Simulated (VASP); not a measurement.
**BaZr2O3: relaxation of cell and atoms with PBE**

Crystal: BaZr2O3.

```
CELL_PARAMETERS angstrom
3.13506 0.00000 0.00000
0.00000 3.13506 0.00000
0.00000 0.00000 9.37293
ATOMIC_POSITIONS crystal
Ba 0.00000 0.00000 0.00000
Zr 0.00000 0.00000 0.33426
Zr 0.00000 0.00000 0.66574
O 0.50000 0.50000 0.18374
O 0.50000 0.50000 0.50000
O 0.50000 0.50000 0.81625
```

The cell was built by a generator and needn't be a form met in nature.

- Program: VASP 6.6.1
- Task: relaxation of cell and atoms
- Functional: PBE
- Potentials or basis: VASP PAW PBE potentials, release 64 (Ba_sv, Zr_sv, O)
- Cutoff: 520 eV
- k mesh: 5 × 5 × 2
- Occupations: gaussian, width 0.15 eV
- Spin: no spin polarisation
- Further INCAR settings: PREC = Normal; ALGO = Fast; EDIFF = 0.0001; IBRION = 2; EDIFFG = -0.08; NSW = 24; ISIF = 3

```yaml
Relaxed_volume: 13.79 Å³/atom
Relaxed_cell: a = 2.958 Å, b = 2.958 Å, c = 9.457 Å, α = 90.00°, β = 90.00°, γ = 90.00°
Space_group_after_relaxing_to_0.05_Å: P4/mmm (No. 123)
Energy_gained_by_relaxing: 216.1 meV/atom
Ionic_steps: 12
Pressure_after_relaxing: 0.4 GPa
Largest_force_after_relaxing: 0.045 eV/Å
Band_gap_on_the_k_mesh: none (metal or under the smearing width)
```

Forces in eV/Å, atoms in the order of the input:
```
Ba   0.000  0.000  0.000
Zr   0.000  0.000  0.045
Zr   0.000  0.000 -0.045
O    0.000  0.000  0.002
O    0.000  0.000  0.000
O    0.000  0.000 -0.002
```

Stress tensor (GPa, compression positive):
```
0.22 0.00 0.00
0.00 0.22 0.00
0.00 0.00 0.90
```

Step by step:
| step | energy change (eV) | largest force (eV/Å) | pressure (GPa) | volume (Å³) |
| --- | --- | --- | --- | --- |
| 1 | 0.0000 | 1.3741 | -12.99 | 92.12 |
| 2 | -0.5748 | 1.5275 | 11.76 | 76.49 |
| 3 | -0.6815 | 1.5036 | 2.87 | 80.40 |
| 4 | -0.9123 | 1.0202 | 2.09 | 80.76 |
| 5 | -1.0549 | 1.1629 | 1.89 | 81.22 |
| 6 | -1.2557 | 0.4915 | -1.40 | 83.13 |
| 7 | -1.2674 | 0.3492 | -1.86 | 83.56 |
| 8 | -1.2682 | 0.3593 | -1.91 | 83.68 |
| 9 | -1.2845 | 0.4379 | 1.03 | 82.45 |
| 10 | -1.2863 | 0.4144 | 0.38 | 82.74 |
| 11 | -1.2966 | 0.0160 | 0.44 | 82.76 |
| 12 | -1.2969 | 0.0452 | 0.45 | 82.76 |

Final structure:
```
Ba Zr O
1.0
     2.95819    0.00000    0.00000
     0.00000    2.95819    0.00000
     0.00000    0.00000    9.45725
Ba Zr O
1 2 3
Direct
  0.00000 0.00000 0.00000
  0.00000 0.00000 0.34798
  0.00000 0.00000 0.65202
  0.50000 0.50000 0.22485
  0.50000 0.50000 0.50000
  0.50000 0.50000 0.77515
```

Levels at points of the mesh, in eV from the Fermi level:
| k point | band 24 | band 25 | band 26 | band 27 | band 28 | band 29 |
| --- | --- | --- | --- | --- | --- | --- |
| (0.00, 0.00, 0.00) | -3.46 | -2.70 | -2.14 | -1.71 | -1.29 | 0.72 |
| (0.00, 0.00, 0.50) | -3.98 | -2.67 | -2.19 | -1.26 | -0.93 | -0.71 |

Wall time 61 s on 2 MPI ranks on Intel(R) Xeon(R) 6975P-C (Granite Rapids), on a shared host, peak memory 0.16 GiB a rank.

Caveat: the k mesh is coarse (spacing up to 0.40 Å⁻¹), so the values aren't converged; the relaxation stopped at a loose force limit of 0.08 eV/Å, so its end isn't a converged minimum. Spin-orbit coupling is left out, which matters for the levels of Ba.
